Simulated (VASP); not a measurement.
Wanted: the native input for a VASP 6.6.1 run.

- Task: band structure
- Functional: PBE
- Potentials or basis: VASP PAW PBE potentials, release 64 (Si)
- Cutoff: 520 eV
- k mesh: 8 × 8 × 8
- Occupations: fermi-dirac, width 0.02 eV
- Spin: no spin polarisation
- Further INCAR settings: ALGO = Normal; EDIFF = 1e-06; NBANDS = 11

Crystal: Si.

```xyz
2
Lattice="0.0000 2.7155 2.7155 2.7155 0.0000 2.7155 2.7155 2.7155 0.0000" Properties=species:S:1:pos:R:3 pbc="T T T"
Si    0.0000    0.0000    0.0000
Si    1.3578    1.3578    1.3578
```

These files were run (other wordings do the same):

POSCAR

```
Si
1.0
    0.0000000000      2.7155000000      2.7155000000
    2.7155000000      0.0000000000      2.7155000000
    2.7155000000      2.7155000000      0.0000000000
Si
2
Direct
    0.0000000000      0.0000000000      0.0000000000
    0.2500000000      0.2500000000      0.2500000000
```

INCAR.step1

```
SYSTEM = Si
PREC     = Accurate       ! precision mode
ENCUT    = 520            ! plane-wave cutoff, eV
EDIFF    = 1E-6           ! SCF threshold, eV
ISMEAR   = -1             ! smearing method
SIGMA    = 0.02           ! smearing width, eV
LREAL    = .False.        ! projectors in reciprocal space
LASPH    = .True.         ! aspherical terms in the spheres
NELM     = 80             ! most SCF steps
ALGO     = Normal         ! electronic algorithm
ISIF     = 2              ! what is computed and relaxed
LWAVE    = .False.        ! write WAVECAR
LCHARG   = .True.         ! write CHGCAR
GGA      = PE             ! functional
NBANDS   = 11             ! bands
```

KPOINTS.step1

```
Automatic mesh
0
Gamma
  8 8 8
  0 0 0
```

INCAR.step2

```
SYSTEM = Si
PREC     = Accurate       ! precision mode
ENCUT    = 520            ! plane-wave cutoff, eV
EDIFF    = 1E-6           ! SCF threshold, eV
ISMEAR   = 0              ! smearing method
SIGMA    = 0.05           ! smearing width, eV
LREAL    = .False.        ! projectors in reciprocal space
LASPH    = .True.         ! aspherical terms in the spheres
NELM     = 80             ! most SCF steps
ALGO     = Normal         ! electronic algorithm
ISIF     = 2              ! what is computed and relaxed
LWAVE    = .False.        ! write WAVECAR
LCHARG   = .False.        ! write CHGCAR
GGA      = PE             ! functional
NBANDS   = 11             ! bands
ICHARG   = 11             ! starting density
```

KPOINTS.step2

```
path GXWKGLUWLK,UX
20
line-mode
reciprocal
 0.0000000000  0.0000000000  0.0000000000  G
 0.5000000000  0.0000000000  0.5000000000  X

 0.5000000000  0.0000000000  0.5000000000  X
 0.5000000000  0.2500000000  0.7500000000  W

 0.5000000000  0.2500000000  0.7500000000  W
 0.3750000000  0.3750000000  0.7500000000  K

 0.3750000000  0.3750000000  0.7500000000  K
 0.0000000000  0.0000000000  0.0000000000  G

 0.0000000000  0.0000000000  0.0000000000  G
 0.5000000000  0.5000000000  0.5000000000  L

 0.5000000000  0.5000000000  0.5000000000  L
 0.6250000000  0.2500000000  0.6250000000  U

 0.6250000000  0.2500000000  0.6250000000  U
 0.5000000000  0.2500000000  0.7500000000  W

 0.5000000000  0.2500000000  0.7500000000  W
 0.5000000000  0.5000000000  0.5000000000  L

 0.5000000000  0.5000000000  0.5000000000  L
 0.3750000000  0.3750000000  0.7500000000  K

 0.6250000000  0.2500000000  0.6250000000  U
 0.5000000000  0.0000000000  0.5000000000  X
```

Potentials or basis: VASP PAW PBE potentials, release 64 (Si).

Command:

```bash
$ cat potpaw_PBE.64/Si/POTCAR > POTCAR
$ cp INCAR.step1 INCAR
$ cp KPOINTS.step1 KPOINTS
$ mpirun -np 1 vasp_std > vasp.out
$ cp INCAR.step2 INCAR
$ cp KPOINTS.step2 KPOINTS
$ mpirun -np 1 vasp_std > vasp.out
```

It gave:

| Property | Result |
| --- | --- |
| Band gap on the k mesh | 0.62 eV, indirect (least direct gap 2.57 eV) |
| Band gap along the path | 0.57 eV, indirect (least direct gap 2.57 eV) |

Caveat: the log is that of the step along the path at fixed density, whose energy, stress, charges and moments have no meaning.

Run time: 24 s on 1 thread of Intel(R) Xeon(R) 6975P-C (Granite Rapids), with other jobs on the host, peak memory 0.19 GiB.
